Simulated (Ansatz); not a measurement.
LuH2, 3 atoms in the cell. It takes space group Fm-3m (No. 225, cubic). The conventional cell has a = 5.033 Å, b = 5.033 Å, c = 5.033 Å, α = 90.00°, β = 90.00°, γ = 90.00°. Lu (site symmetry m-3m) has 8 H at 2.18 Å as nearest neighbours. Around H (site symmetry -43m) lie 4 Lu at 2.18 Å. 

| Item | Value |
| --- | --- |
| Program | Ansatz 0.2.0 |
| Task | band structure |
| Functional | r2SCAN |
| Potentials or basis | Ansatz PAW |
| Cutoff | 500 eV (not typed: the program's choice for these potentials) |
| k mesh | 9 × 9 × 9 |
| Occupations | fermi-dirac, width 0.05 eV |
| Spin | spin-orbit coupling, no magnetisation |
| Path | [["G", "X", "W", "K", "G", "L", "U", "W", "L", "K"], ["U", "X"]] |
| Points for each segment of the path | 14 |

Potentials or basis: Ansatz PAW.

Launch:

```bash
$ ansatz run input.yaml --threads 2 --pin off --max-ram 5632MiB --backend cpu --events-out ev --progress --plain --runs-dir out
```

Hardware: 2 threads of Arm Neoverse V2 (shared host).

Q: How long does it take, and how much memory?

A: Wall time 26 s on 2 threads of Arm Neoverse V2, with other jobs on the host, peak memory 0.56 GiB. Counts: scf iterations 10, plane waves 869, k points 35, bands 34.
